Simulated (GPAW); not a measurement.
Runs of GPAW 26.7.0 on Nb4C3. It takes space group Pm-3m (No. 221, cubic). The conventional cell has a = 4.471 Å, b = 4.471 Å, c = 4.471 Å, α = 90.00°, β = 90.00°, γ = 90.00°. Nb (site symmetry m-3m) has 6 C at 2.24 Å as nearest neighbours. Nb (site symmetry 4/mmm) has 4 C at 2.24 Å as nearest neighbours. C (site symmetry 4/mmm) is surrounded by 6 Nb at 2.24 Å. The cell comes from a database or a generator and needn't be the stable form of this composition.

```csv
level,potentials or basis,U,k mesh,band points,pressure (GPa)
PBEsol+U,"PAW data sets generated in the run's folder for this functional, pw",Nb d U = 2 eV,6 × 6 × 6,60,-8.0
PBEsol+U,"PAW data sets generated in the run's folder for this functional, pw",Nb d U = 1 eV,6 × 6 × 6,60,(b)
r2SCAN,"GPAW PAW data sets (gpaw-data 1.2.1), pw",-,5 × 5 × 5,100,(a)
PBEsol+U,"PAW data sets generated in the run's folder for this functional, pw",Nb d U = 3 eV,6 × 6 × 6,60,-6.3
PBEsol,"PAW data sets generated in the run's folder for this functional, pw",-,6 × 6 × 6,60,-11.2
```

Alike in all rows: task band structure; no spin polarisation; cell as given; cutoff (eV) 800; smearing fermi-dirac 0.05 eV.

**Question.** Estimate the missing entries.

**Answer.** (a) -4.9; (b) -9.7.

Caveats: U without spin polarisation on a metal has little footing (some runs); the U is typed as a test and isn't derived for this compound (some runs); the PAW data sets were made with another functional, which shifts forces and pressure a little (some runs).

Not every run made on this cell is shown here.
